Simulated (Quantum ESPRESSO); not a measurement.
PbF2 (Fluorocronite), 3 atoms in the cell. Symmetry: Fm-3m, No. 225, cubic system. Conventional cell: a = 5.927 Å, b = 5.927 Å, c = 5.927 Å, α = 90.00°, β = 90.00°, γ = 90.00°. Pb (site symmetry m-3m) is surrounded by 8 F at 2.57 Å. Around F (site symmetry -43m) lie 4 Pb at 2.57 Å. 

```yaml
Program: Quantum ESPRESSO 7.5
Task: phonons
Functional: PBE
Potentials_or_basis: SSSP 1.3 efficiency PBE
Cutoff: 748 eV
Density_cutoff: 5987 eV
k_mesh: 4 × 4 × 4, shifted
Occupations: fermi-dirac, width 0.05 eV
Spin: no spin polarisation
Mixing_beta: 0.5
Most_SCF_iterations: 120
SCF_threshold: 6e-10 Ry
```

Potentials or basis: SSSP 1.3 efficiency PBE.

Command:

```bash
$ OMP_NUM_THREADS=1 mpirun -n 4 pw.x -nk 2 -in pw.in > pw.out
$ OMP_NUM_THREADS=1 mpirun -n 4 pw.x -nk 2 -in scf2.in > scf2.out
$ OMP_NUM_THREADS=1 mpirun -n 4 ph.x -nk 2 -in ph.in > ph.out
$ OMP_NUM_THREADS=1 mpirun -n 1 dynmat.x -in dynmat.in > dynmat.out
$ OMP_NUM_THREADS=1 mpirun -n 1 dynmat.x -in dynmat_lo.in > dynmat_lo.out
```

Hardware: 4 MPI ranks on Arm Neoverse V2, on a shared host.

How long does it take, and how much memory?

It took 2.2 min on 4 MPI ranks on Arm Neoverse V2 (shared host), peak memory 0.52 GiB a rank. Counts: scf iterations 19, k pools 2, bands 21, k points 10, g dense 54769.
